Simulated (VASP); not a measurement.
# BaTiO3 (Barioperovskite) (Amm2) in VASP: settings compared, part 3 of 3

VASP 6.6.1.

## Step 6: EvGW0 quasiparticle levels, LDA

File POSCAR:

```
BaTiO3
1.0
    3.9855000000      0.0000000000      0.0000000000
    0.0000000000      2.8369000000      2.8451500000
    0.0000000000     -2.8369000000      2.8451500000
Ba Ti O
1 1 3
Direct
    0.0000000000      0.0000000000      0.0000000000
    0.5000000000      0.5124000000      0.5124000000
    0.5000000000      0.9918400000      0.5052400000
    0.5000000000      0.5052400000      0.9918400000
    0.0000000000      0.4874000000      0.4874000000
```

File INCAR.step1:

```
SYSTEM = BaTiO3
PREC = Accurate
ENCUT = 500
EDIFF = 1E-8
ISMEAR = 0
SIGMA = 0.01
LREAL = .False.
LASPH = .True.
NELM = 60
ALGO = Normal
LWAVE = .True.
LCHARG = .False.
KPAR = 4
```

File INCAR.step2:

```
SYSTEM = BaTiO3
PREC = Accurate
ENCUT = 500
EDIFF = 1E-8
ISMEAR = 0
SIGMA = 0.01
LREAL = .False.
LASPH = .True.
NELM = 1
ALGO = Exact
LWAVE = .True.
LCHARG = .False.
NBANDS = 288
LOPTICS = .True.
ISTART = 1
KPAR = 4
```

File INCAR.step3:

```
SYSTEM = BaTiO3
PREC = Accurate
ENCUT = 500
EDIFF = 1E-8
ISMEAR = 0
SIGMA = 0.01
LREAL = .False.
LASPH = .True.
ALGO = EVGW0
LWAVE = .False.
LCHARG = .False.
NELMGW = 4
NBANDS = 288
ENCUTGW = 150
NOMEGA = 50
PRECFOCK = Fast
ISTART = 1
NBANDSGW = 28
KPAR = 4
```

File KPOINTS:

```
regular mesh
0
Gamma
  4 4 4
  0 0 0
```

Potentials or basis: VASP PAW LDA potentials, release 64 (Ba_sv_GW, Ti_sv_GW, O_GW).

Launch:

```bash
cat potpaw_LDA.64/Ba_sv_GW/POTCAR potpaw_LDA.64/Ti_sv_GW/POTCAR potpaw_LDA.64/O_GW/POTCAR > POTCAR
cp INCAR.step1 INCAR
mpirun -np 4 vasp_std > vasp.out
cp INCAR.step2 INCAR
mpirun -np 4 vasp_std > vasp.out
cp INCAR.step3 INCAR
mpirun -np 4 vasp_std > vasp.out
```

OUTCAR:

```text
SYSTEM = BaTiO3
   PREC = Accurate
   ENCUT = 500
   EDIFF = 1E-8
   ISMEAR = 0
   LREAL = .False.
   LASPH = .True.
   NELMGW = 4
   ENCUTGW = 150
   PRECFOCK = Fast
   ISTART = 1

 ion  position               nearest neighbor table
   1  0.000  0.000  0.000-
   2  0.500  0.512  0.512-   3 1.93   4 1.93   5 2.00   5 2.00   3 2.09   4 2.09
   3  0.500  0.992  0.505-   2 1.93   2 2.09
   4  0.500  0.505  0.992-   2 1.93   2 2.09
   5  0.000  0.487  0.487-   2 2.00   2 2.00

  LATTYP: Found a base centered orthorhombic cell.
 ALAT       =     5.6738000000
 B/A-ratio  =     1.0029081039
 C/A-ratio  =     0.7024392823

  Lattice vectors:
[... 170 lines left out ...]
   LEPSILON=     F    determine dielectric tensor
   LRPA    =     F    only Hartree local field effects (RPA)
   LRPAFORCE           =     F    calculate RPA forces
   ENCUTGW             = 150.0    cutoff for response function in eV
   ENCUTGWSOFT         = 120.0    soft cutoff for Coulomb kernel in GW response function in eV
   ENCUTLF             =  -1.0    cutoff for local field effects
   NELMGW              =     4    number of iterations in solving QP/BSE equation
   NELMHF              =     1    number of iterations in the inner HF iteration
   NKREDLFX            =     1    NKREDLFY  =   1   NKREDLFZ  =   1
 non-spin polarized calculation
 Gauss-broadening in eV      SIGMA  =   0.01
  energy-cutoff  :      500.00
  volume of cell :       64.34
 maximum number of plane-waves:      1654
 NGX is ok and might be reduce to    30
  NGX = 16; NGY = 16; NGZ = 16
   NGX = 15   NGY = 15   NGZ = 15
 maximum number of plane-waves:       280

 QP shifts <psi_nk| G(iteration)W_0 |psi_nk>: iteration 1
 for sc-GW calculations column KS-energies equals QP-energies in previous step
 and V_xc(KS)=  KS-energies - (<T + V_ion + V_H > + <T+V_H+V_ion>^1  + <V_x>^1)

 k-point   1 :       0.0000    0.0000    0.0000
  band No.  KS-energies  QP-energies   sigma(KS)   V_xc(KS)     V^pw_x(r,r')   Z            occupation Imag(sigma)

      1     -50.7464     -51.9521     -26.4885     -24.4230     -41.5327       0.5837       2.0000       1.8109
      2     -27.3801     -28.2019     -25.2751     -23.9936     -34.5048       0.6414       2.0000       1.0756
      3     -27.3768     -28.1958     -25.2703     -23.9942     -34.5021       0.6418       2.0000       1.0714
      4     -27.3631     -28.1768     -25.2689     -23.9985     -34.5025       0.6405       2.0000       1.0617
      5     -19.4862     -20.4575     -16.7654     -15.3750     -24.6998       0.6986       2.0000       1.7122
      6     -11.5201     -12.8641     -20.9361     -18.8929     -30.3668       0.6578       2.0000       1.4654
[... 1827 lines left out ...]
      6     -13.2664     -13.3780     -20.6792       7.2434     -30.1636       0.6587       2.0000       1.5824
[... 12 lines left out ...]
     19       3.6970       3.6852     -19.7988      23.4797     -23.7067       0.7329       2.0000       0.3483
     20       4.1075       4.0912     -19.6976      23.7826     -24.0194       0.7251       2.0000       0.3785
     21
```

Wall time 56 min (4 MPI ranks of Intel Xeon Platinum 8488C (Sapphire Rapids), shared host); peak memory 1.4 GiB.

Results:

* Band gap on the k mesh, mean-field level: 1.81 eV, indirect (least direct gap 1.98 eV)
* Quasiparticle gap: 4.10 eV
* Least direct quasiparticle gap: 4.25 eV

Levels at points of the mesh, in eV from the valence-band top:
```tsv
k point	band 17	band 18	band 19	band 20	band 21	band 22	band 23	band 24
(0.00, 0.00, 0.00)	-1.13	-0.32	-0.21	-0.17	1.81	1.87	2.04	4.11
(0.50, 0.00, 0.00)	-1.83	-1.74	-0.80	-0.74	1.99	3.51	3.59	4.08
(0.00, 0.50, 0.00)	-1.85	-1.68	-0.80	-0.71	2.04	3.54	3.57	4.13
(0.50, 0.50, 0.00)	-1.70	-0.85	-0.84	-0.05	3.57	3.58	3.97	4.83
(0.00, 0.50, 0.50)	-1.65	-0.88	-0.84	-0.10	3.55	3.61	3.97	4.97
(0.50, 0.50, 0.50)	-2.33	-0.05	-0.01	0.00	4.18	4.22	4.23	6.70
```

Quasiparticle gap after each update of the energies (eV): 3.61, 3.99, 4.08, 4.10

Caveat: the cutoff is under 1.25 times the usual one of these potentials, so pressure, stress and relaxed cells hold a basis-set (Pulay) error; bands, screening cutoff and mesh are small and nothing is extrapolated, so the quasiparticle values aren't converged; spin-orbit coupling is left out, which moves the levels of the heavy elements.

## Step 7: The reference run

An earlier run on the cell as given: functional PBEsol; potentials or basis VASP PAW PBE potentials, release 64 (Ba_sv, Ti_sv, O); cutoff 520 eV; k mesh 7 × 7 × 7; occupations fermi-dirac, width 0.05 eV; no spin polarisation.

- Pressure: -2.1 GPa
- Largest force: 0.277 eV/Å
- Band gap on the k mesh: 1.88 eV, indirect (least direct gap 2.01 eV)

## Step 8: Summary

| task | level | potentials or basis | k mesh | cutoff (eV) | smearing | ladder | grid for exact exchange (PRECFOCK) | screening parameter | exchange at q = 0 | GW scheme | gap on the mesh (eV) | pressure (GPa) | largest force (eV/Å) |
| --- | --- | --- | --- | --- | --- | --- | --- | --- | --- | --- | --- | --- | --- |
| band structure | HSE06 | VASP PAW PBE potentials, release 64 (Ba_sv, Ti_sv, O) | 4 × 4 × 4 | 520 | gaussian 0.02 eV | gaps | Fast | 0.2 1/A | - | - | 3.27 | -1.5 | 0.41 |
| band structure | HSE03 | VASP PAW PBE potentials, release 64 (Ba_sv, Ti_sv, O) | 4 × 4 × 4 | 520 | gaussian 0.02 eV | gaps | Fast | - | - | - | 3.00 | -1.2 | 0.40 |
| band structure | PBE0 | VASP PAW PBE potentials, release 64 (Ba_sv, Ti_sv, O) | 4 × 4 × 4 | 520 | gaussian 0.02 eV | gaps | Fast | - | truncated | - | 4.00 | -1.6 | 0.41 |
| G0W0 quasiparticle levels | LDA | VASP PAW LDA potentials, release 64 (Ba_sv_GW, Ti_sv_GW, O_GW) | 4 × 4 × 4 | 500 | gaussian 0.01 eV | free | - | - | - | G0W0 | - | - | - |
| evGW0 quasiparticle levels | LDA | VASP PAW LDA potentials, release 64 (Ba_sv_GW, Ti_sv_GW, O_GW) | 4 × 4 × 4 | 500 | gaussian 0.01 eV | free | - | - | - | evGW0 | - | - | - |
| single point | PBEsol | VASP PAW PBE potentials, release 64 (Ba_sv, Ti_sv, O) | 7 × 7 × 7 | 520 | fermi-dirac 0.05 eV | free | - | - | - | - | 1.88 | -2.1 | 0.28 |

Alike in all rows: no spin polarisation; cell as given.

Caveats: spin-orbit coupling is left out, which moves the levels of the heavy elements; the PAW data sets were made with another functional, which shifts forces and pressure a little (some runs); the cutoff is under 1.25 times the usual one of these potentials, so pressure, stress and relaxed cells hold a basis-set (Pulay) error (some runs); bands, screening cutoff and mesh are small and nothing is extrapolated, so the quasiparticle values aren't converged (some runs); an odd mesh through Γ misses points on the zone boundary, where band edges often lie (some runs).

Absolute energies hang on the potentials; compare differences alone.
